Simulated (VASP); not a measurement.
**Si2Ge: relaxation of cell and atoms with PBE**

Crystal: Si2Ge.

```
Si Ge
1.0
    -1.68461    1.68461    4.10427
     1.68461   -1.68461    4.10427
     1.68461    1.68461   -4.10427
Si Ge
2 1
Direct
  0.66463 0.66463 0.00000
  0.33537 0.33537 0.00000
  0.00000 0.00000 0.00000
```

The cell was built by a generator and needn't be a form met in nature.

| Quantity | Value |
| --- | --- |
| Program | VASP 6.6.1 |
| Task | relaxation of cell and atoms |
| Functional | PBE |
| Potentials or basis | VASP PAW PBE potentials, release 64 (Si, Ge_d) |
| Cutoff | 520 eV |
| k mesh | 8 × 8 × 8 |
| Occupations | gaussian, width 0.15 eV |
| Spin | no spin polarisation |
| Further INCAR settings | PREC = Normal; ALGO = Fast; EDIFF = 0.0001; IBRION = 2; EDIFFG = -0.08; NSW = 24; ISIF = 3 |

The relaxed volume is 16.36 Å³/atom and the relaxed cell is a = 4.871 Å, b = 4.871 Å, c = 4.871 Å, α = 139.08°, β = 139.08°, γ = 59.25°. The space group after relaxing (to 0.05 Å) is I4/mmm (No. 139) and the energy gained by relaxing is 24.0 meV/atom. The ionic steps are 13. The pressure after relaxing is 0.1 GPa, the largest force after relaxing is 0.078 eV/Å and the band gap on the k mesh is none (metal or under the smearing width).

Forces on the atoms (eV/Å):
```
Si   0.000  0.000  0.078
Si   0.000  0.000 -0.078
Ge   0.000  0.000  0.000
```

Stress tensor (GPa, compression positive):
```
 0.47  0.00  0.00
 0.00  0.47  0.00
 0.00  0.00 -0.69
```

The path:
```tsv
step	energy change (eV)	largest force (eV/Å)	pressure (GPa)	volume (Å³)
1	0.0000	0.3632	4.48	46.59
2	-0.0414	0.2532	-0.57	49.58
3	-0.0416	0.2568	-0.47	49.46
4	-0.0485	0.2169	-0.47	49.37
5	-0.0624	0.0955	0.45	49.07
6	-0.0565	0.1392	2.14	48.48
7	-0.0654	0.0254	-0.15	48.88
8	-0.0704	0.0443	1.21	48.66
9	-0.0705	0.0446	0.68	48.65
10	-0.0705	0.0492	1.13	48.63
11	-0.0719	0.0848	-0.48	49.23
12	-0.0720	0.0747	0.60	49.01
13	-0.0721	0.0781	0.08	49.09
```

Final structure:
```
Si Ge
1.0
    -1.70251    1.70251    4.23388
     1.70251   -1.70251    4.23388
     1.70251    1.70251   -4.23388
Si Ge
2 1
Cartesian
  0.0000 0.0000 5.7537
  0.0000 0.0000 2.7140
  0.0000 0.0000 0.0000
```

Levels at points of the mesh, in eV from the Fermi level:
```tsv
k point	band 7	band 8	band 9	band 10	band 11	band 12	band 13	band 14	band 15
(0.00, 0.00, 0.00)	-5.74	-5.42	-0.44	-0.44	-0.21	0.08	0.42	0.42	3.43
(0.50, 0.00, 0.00)	-9.76	-6.26	-5.64	1.27	1.56	1.60	2.12	3.32	3.57
(0.50, 0.50, 0.00)	-6.45	-6.37	-5.88	-4.74	-4.02	-0.35	-0.03	1.22	2.06
(0.50, 0.50, 0.50)	-11.54	-2.06	-2.02	-2.02	2.18	3.23	4.93	5.02	5.24
```

Run time: 100 s on 1 thread of Intel(R) Xeon(R) Platinum 8559C (Emerald Rapids), on a shared host, peak memory 0.18 GiB.

Caveat: the relaxation stopped at a loose force limit of 0.08 eV/Å, so its end isn't a converged minimum.
